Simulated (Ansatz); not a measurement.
# Ta2N under changes of volume

One of the cells (13.622 Å³/atom); the others are scaled copies at fixed shape and fractional positions:

```
Ta N
1.0
     3.11286    0.00000    0.00000
    -1.55643    2.69582    0.00000
     0.00000    0.00000    4.86984
Ta N
2 1
Direct
  0.33333 0.66667 0.25471
  0.66667 0.33333 0.74529
  0.00000 0.00000 0.00000
```

The cell comes from a database or a generator and needn't be the stable form of this composition.

```yaml
Program: Ansatz 0.2.0
Functional: PBEsol
Potentials_or_basis: Ansatz PAW
Cutoff: "420 eV (not typed: the program's choice for these potentials)"
k_mesh: 10 × 10 × 6
Occupations: fermi-dirac, width 0.05 eV
Spin: no spin polarisation
```

```csv
volume (Å³/atom),energy over the lowest point (meV/atom),pressure (GPa),largest force (eV/Å)
12.805,10.15,9.5,0.074
13.077,0.00,2.6,0.062
13.350,0.96,-3.6,0.185
13.622,?,?,?
13.895,31.72,-14.1,0.400
14.167,59.56,-18.5,0.493
14.439,94.56,-22.5,0.577
```

Problem. What does the run at 13.622 Å³/atom give?

Solution. Energy over the lowest point 11.88 meV/atom; pressure -9.1 GPa; largest force 0.297 eV/Å.

Worked out: A Birch-Murnaghan fit of order 3 (a polynomial in V^(-2/3)) to the other rows has its minimum at 13.19 Å³/atom with B0 = V·E''(V) = 302 GPa and B' = 4.3 at fixed shape and positions, which overstates the stiffness. It gives 11.84 meV/atom at 13.622 Å³/atom, against the run's 11.88, and -dE/dV = -9.1 GPa, against -9.1.

Energies are extrapolated to zero smearing.

Caveats: the PAW data sets come from PBE, with cores solved anew for the run's functional, which leaves a small shift of forces and pressure.
